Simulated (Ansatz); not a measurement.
# Zn in Ansatz: the effect of functional

Crystal: Zn.

```
CELL_PARAMETERS angstrom
2.26817 -1.30849 0.00000
2.26817 1.30849 0.00000
-1.59172 0.00000 7.30041
ATOMIC_POSITIONS crystal
Zn 0.77802 0.77802 0.33450
Zn 0.22198 0.22198 0.66550
Zn 0.00000 0.00000 0.00000
```

This isn't the form of Zn at room conditions, which is hcp.

Alike in all runs:

```yaml
Program: Ansatz 0.2.0
Task: projected density of states
Potentials_or_basis: Ansatz PAW
k_mesh: 7 × 7 × 2
Occupations: fermi-dirac, width 0.05 eV
Spin: no spin polarisation
```

| functional | cutoff | pressure (GPa) |
| --- | --- | --- |
| LDA | 420 eV (not typed: the program's choice for these potentials) | ? |
| PBEsol | 420 eV (not typed: the program's choice for these potentials) | -2.0 |
| r2SCAN | 500 eV (not typed: the program's choice for these potentials) | -0.8 |
| HSE06 | 420 eV (not typed: the program's choice for these potentials) | 3.7 |
| PBE0 | 420 eV (not typed: the program's choice for these potentials) | 3.3 |
| r2SCAN0 | 500 eV (not typed: the program's choice for these potentials) | 0.8 |

Problem. What does the run with functional LDA give?

Solution. Pressure -5.9 GPa.

Caveats: all runs use coarse meshes; the PAW data sets come from PBE, with cores solved anew for the run's functional, which leaves a small shift of forces and pressure; the density of states is complete only up to the lowest level of the last band computed; the thresholds are loose for stress (some runs).
